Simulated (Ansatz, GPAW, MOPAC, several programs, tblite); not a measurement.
## What each method gives for TiTe₂ (2H monolayer)

A free-standing 2H monolayer of TiTe₂, relaxed with r2SCAN in Ansatz, was computed with several methods. In-plane lattice: a = 3.767 Å, b = 3.767 Å, γ = 120.0°; thickness between the outer nuclei 3.52 Å. Ti is surrounded by 6 Te at 2.80 Å; Te is surrounded by 3 Ti at 2.80 Å. These are computed values for a spin-unpolarised cell that may be hypothetical; none is a measurement.

```xyz
3
Lattice="3.7674 0.0000 0.0000 -1.8837 3.2626 0.0000 0.0000 0.0000 31.5740" Properties=species:S:1:pos:R:3 pbc="T T F"
Ti    0.0000    2.1751    9.0000
Te    1.8837    1.0875   10.7620
Te    1.8837    1.0875    7.2380
```
The sheet repeats along a and b alone.

Gaps and times are for a single point on this cell. Times are rough, from shared hosts (Arm Neoverse V1), and each method has its own mesh and cell size. A dagger marks a closed or tiny gap in a crystal that DFT finds insulating: a failure of the method or a wrong SCF state. PM7 (MOPAC) and PM6 (MOPAC): levels, charges or heat of formation failed a check of plausibility, so no values are given. PM6 (MOPAC), PM7 (MOPAC), GFN1-xTB (tblite), GFN2-xTB (tblite) treat a cluster of cells at its zone centre, which samples few k points: where these miss a band edge, the gap comes out too large for that reason alone. Gaps from k meshes are read at a limited set of points (mesh, symmetry points, PBE's band edges), so each method's own least gap may be somewhat smaller. xTB and the PM methods were fitted mostly to molecules, and can miss a solid's gap by electronvolts. Minimal bases can be far off for gaps. GLLB-SC's gap includes the derivative discontinuity. d marks a direct gap, i an indirect one (no mark: not told apart), a dash a value that wasn't computed or didn't pass its checks.

| method | kind | gap (eV) | atoms computed | processor time |
| --- | --- | --- | --- | --- |
| GFN1-xTB (tblite) | tight binding | 0.36 | 27 | 1.4 s |
| GFN2-xTB (tblite) | tight binding | 0.10† | 27 | 1.6 s |
| PM7 (MOPAC) | semi-empirical | – | 27 | 5.3 s |
| light PBE (260 eV and a coarse mesh) | light plane-wave | 0.27 i | 3 | 6.2 s |
| PBE/single zeta (GPAW) | small basis | 0.47 i | 3 | 14 s |
| PBE | semilocal | 0.25 i | 3 | 28 s |
| PM6 (MOPAC) | semi-empirical | – | 27 | 31 s |
| r2SCAN | semilocal | 0.56 i | 3 | 64 s |
| GLLB-SC (GPAW) | model potential | 0.71 | 3 | 2.5 min |

Against r2SCAN (0.56 eV) and with closed or daggered gaps left aside, the nearest gap at the points sampled is that of PBE/single zeta (GPAW) (-0.09 eV) and the farthest that of PBE (-0.31 eV). r2SCAN is only a yardstick of convenience: semilocal gaps usually lie below measured ones, which GLLB-SC and hybrids aim to mend.

No spin-orbit coupling is included; it can move band edges with weight on the heavy atoms by tenths of an eV.
